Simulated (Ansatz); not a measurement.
Wanted: the native input for an Ansatz 0.2.0 run.

```yaml
Task: band structure
Functional: PBEsol
Potentials_or_basis: all-electron LAPW, scalar-relativistic
Cutoff: 431 eV (chosen from the basis error)
Basis_error_allowed: 0.002 eV/atom
k_mesh: 9 × 9 × 4
Occupations: fermi-dirac, width 0.05 eV
Spin: no spin polarisation
```

ZnO:

```
CELL_PARAMETERS angstrom
3.28797 0.00000 0.00000
-1.64398 2.84746 0.00000
0.00000 0.00000 7.13044
ATOMIC_POSITIONS crystal
Zn 0.00000 0.00000 0.25000
Zn 0.00000 0.00000 0.75000
O 0.66667 0.33333 0.75000
O 0.33333 0.66667 0.25000
```

Measurements of this composition are mostly on another form, of space group No. 186.

These files were run (other wordings do the same):

input.yaml

```yaml
crystal:
  lattice:
    - [3.2879671587, 0.0, 0.0]
    - [-1.6439835793, 2.8474630862, 0.0]
    - [0.0, 0.0, 7.13044135]
  atoms:
    - { symbol: Zn, position: [0.0, 0.0, 0.25] }
    - { symbol: Zn, position: [0.0, 0.0, 0.75] }
    - { symbol: O, position: [0.6666666667, 0.3333333333, 0.75] }
    - { symbol: O, position: [0.3333333333, 0.6666666667, 0.25] }
kpoints:
  mp_grid: { grid: [9, 9, 4] }
  band_path:
    path:
      - [0.0, 0.0, 0.0]
      - [0.5, 0.0, 0.0]
      - [0.3333333333, 0.3333333333, 0.0]
      - [0.0, 0.0, 0.0]
      - [0.0, 0.0, 0.5]
      - [0.5, 0.0, 0.5]
      - [0.3333333333, 0.3333333333, 0.5]
      - [0.0, 0.0, 0.5]
    npoints: 10
scf:
  occupations: { method: fermi_dirac, width: 0.05 }
hamiltonian:
  xc: pbesol
  pseudopotentials: { kind: all_electron, lapw: { basis_error: 0.002 } }
output:
  forces: true
  stress: true
  eigenvalues: true
```

Potentials or basis: all-electron LAPW, scalar-relativistic.

Launch:

```console
$ ansatz run input.yaml --threads 2 --pin off --max-ram 6144MiB --backend cpu --events-out ev --progress --plain --runs-dir out
```

Results of the run:

```yaml
Pressure: -4.5 GPa
Band_gap_on_the_k_mesh: 0.77 eV, direct
Band_gap_along_the_path: 0.77 eV, direct
```

Run time: 35 s on 2 threads of Arm Neoverse V1, on a shared host, peak memory 0.5 GiB.
